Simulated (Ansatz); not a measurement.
MnF2:

```
Mn F
1.0
     4.87380    0.00000    0.00000
     0.00000    4.87380    0.00000
     0.00000    0.00000    3.31070
Mn F
2 4
Direct
  0.50000 0.50000 0.50000
  0.00000 0.00000 0.00000
  0.80530 0.19470 0.50000
  0.69470 0.69470 0.00000
  0.19470 0.80530 0.50000
  0.30530 0.30530 0.00000
```

Base run:

| Item | Value |
| --- | --- |
| Program | Ansatz 0.2.0 |
| Functional | HSE06 |
| Potentials or basis | Ansatz PAW |
| Cutoff | 420 eV |
| Density cutoff | 1680 eV |
| k mesh | 4 × 4 × 6 |
| Occupations | fermi-dirac, width 0.05 eV |
| Spin | collinear spin, ferromagnetic start |
| Starting moments | [4.0, 4.0, 0.0, 0.0, 0.0, 0.0] μB |

Its results: band gap on the k mesh 3.67 eV, direct; net moment 10.00 μB per cell; site moments Mn +4.28; F +0.08 μB; largest force 0.009 eV/Å.

The run is repeated on the same cell with these changes: functional from HSE06 to PBE0. What comes out?

Band gap on the k mesh 4.42 eV, direct; net moment 10.00 μB per cell; site moments Mn +4.28; F +0.08 μB; largest force 0.008 eV/Å.

Caveats: the magnetic or orbital state may not be the lowest; only a ferromagnetic start was run, and an antiferromagnetic order may lie lower in energy; the PAW data sets come from PBE, with cores solved anew for the run's functional, which leaves a small shift of forces and pressure.

Not every run made on this cell is shown here.
